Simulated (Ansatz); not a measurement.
Two isomers of C5H8O2: A = `C=C(C)C(=O)OC`, B = `C=C(CC)C(=O)O`.

Program: Ansatz. Geometries: PBE0-D4/def2-TZVP. ΔE: electronic, gas phase. CBS: MP2 limit from def2 TZ/QZ plus the TZ coupled-cluster correction, frozen cores. DFT in def2-TZVPP. B3LYP here is the variant with VWN-RPA as its local correlation; programs differ in this. One conformer a species, not always the lowest.

Task: Which is lower in electronic energy at CCSD(T)/CBS, and by how much? (Estimate.)

Result: Computed: B, by 44.3 kJ/mol.

Task: Give E(B) − E(A) in kJ/mol with CCSD(T)/def2-TZVPP, HF/def2-TZVPP, PBE-D4, r2SCAN-D4, PBE0-D4, MP2/def2-TZVPP, B3LYP. (Estimate.)

Result: Ansatz gave: CCSD(T)/def2-TZVPP -42.6, HF/def2-TZVPP -35.3, PBE-D4 -40.8, r2SCAN-D4 -39.6, PBE0-D4 -43.3, MP2/def2-TZVPP -47.2, B3LYP -35.5. None reverses the order clearly.

Largest T1 diagnostic: 0.014.

In def2-TZVPP, CCSD(T) changes the Hartree–Fock value by −7.4 kJ/mol (the triples alone add +0.1 kJ/mol) and MP2 by −11.9 kJ/mol.
